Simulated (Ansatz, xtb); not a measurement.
# Two isomers of C6H7N

Structure X is `Cc1ccncc1`, a singlet and structure Y is `Nc1ccccc1`, a singlet. Both are isolated molecules in the gas phase, relaxed with PBE-D3(BJ)/def2-SVP; the shapes shown needn't be the lowest conformers.

X (Å):

```xyz
14

C    -2.4425   -0.6084    0.7618
C    -1.0159   -0.4189    1.2045
C    -0.1466    0.4698    0.5424
C     1.1656    0.6316    1.0130
C     0.8385   -0.8684    2.7073
C    -0.4893   -1.1023    2.3180
N     1.6649   -0.0189    2.0762
H    -2.5601   -0.4314   -0.3252
H    -2.8106   -1.6268    0.9947
H    -3.1114    0.1086    1.2847
H    -0.4896    1.0325   -0.3404
H     1.8526    1.3265    0.4962
H     1.2573   -1.4031    3.5794
H    -1.1111   -1.8179    2.8792
```

Y (Å):

```xyz
14

C    -1.4137   -0.3347    1.0845
C    -0.3936   -0.8695    0.2597
C     0.9449   -0.8392    0.6692
C     1.3081   -0.2802    1.9056
C     0.3015    0.2501    2.7295
C    -1.0403    0.2257    2.3310
N    -2.7356   -0.3131    0.6604
H    -2.9912   -0.9860   -0.0627
H    -3.4442   -0.2190    1.3883
H    -0.6629   -1.3090   -0.7142
H     1.7170   -1.2635    0.0086
H     2.3606   -0.2598    2.2235
H     0.5630    0.6905    3.7043
H    -1.8186    0.6479    2.9868
```

Quicker runs give these differences E(Y) − E(X): GFN2-xTB +15.2 kJ/mol; HF/STO-3G +32.1 kJ/mol (at GFN2-xTB geometries); r2SCAN-D4/def2-SVP −22.8 kJ/mol (at GFN2-xTB geometries).

Problem. Estimate which is lower in electronic energy at CCSD(T)/def2-SVP + ΔMP2/def2-TZVPP, and by roughly how much.

Solution. The CCSD(T)/def2-SVP + ΔMP2/def2-TZVPP calculation puts structure Y lower, by 13.5 kJ/mol.

The same difference at several levels:

```tsv
level	geometry	E(Y) − E(X) (kJ/mol)	departure from the last row (kJ/mol)	job, with rough time for the two
GFN2-xTB	GFN2-xTB	+15.2	+28.7	optimisation, 0.11 s
HF/STO-3G	GFN2-xTB	+32.1	+45.5	single point, 0.32 s
r2SCAN-D4/def2-SVP	GFN2-xTB	−22.8	−9.3	single point, 2.9 s
PBE-D3(BJ)/def2-SVP	PBE-D3(BJ)/def2-SVP	−20.2	−6.8	optimisation, 12 s
HF/def2-SVP	PBE-D3(BJ)/def2-SVP	−10.8	+2.7	part of the CCSD(T) run
MP2/def2-SVP	PBE-D3(BJ)/def2-SVP	−9.4	+4.1	part of the CCSD(T) run
CCSD(T)/def2-SVP	PBE-D3(BJ)/def2-SVP	−4.3	+9.2	single point
CCSD(T)/def2-SVP + ΔMP2/def2-TZVPP	PBE-D3(BJ)/def2-SVP	−13.5		single point, 51 s
```

As drawn, Y has 1 C–N, 2 C∷C, 2 N–H in place of 1 C–C, 2 C∷N, 2 C–H (∷ is an aromatic bond).

GFN2-xTB, HF/STO-3G put the two in the other order. The largest departure from CCSD(T)/def2-SVP + ΔMP2/def2-TZVPP is that of HF/STO-3G, 45.5 kJ/mol. The last row adds to CCSD(T) the change of the MP2 difference between the two basis sets, here −9.2 kJ/mol.

With thermal terms from frequencies at re-optimised GFN2-xTB minima (ideal gas, soft modes damped towards free rotors, one conformer each, 298.15 K, 1 atm): on the last row, ΔE + ΔZPE = −11.8, ΔH = −12.8, ΔG = −8.9 kJ/mol.

The correlated steps freeze 7 core orbitals. Run with Ansatz 0.2.0, xtb 6.7.1; the last row on 4 threads of Arm Neoverse V1 on a shared host.
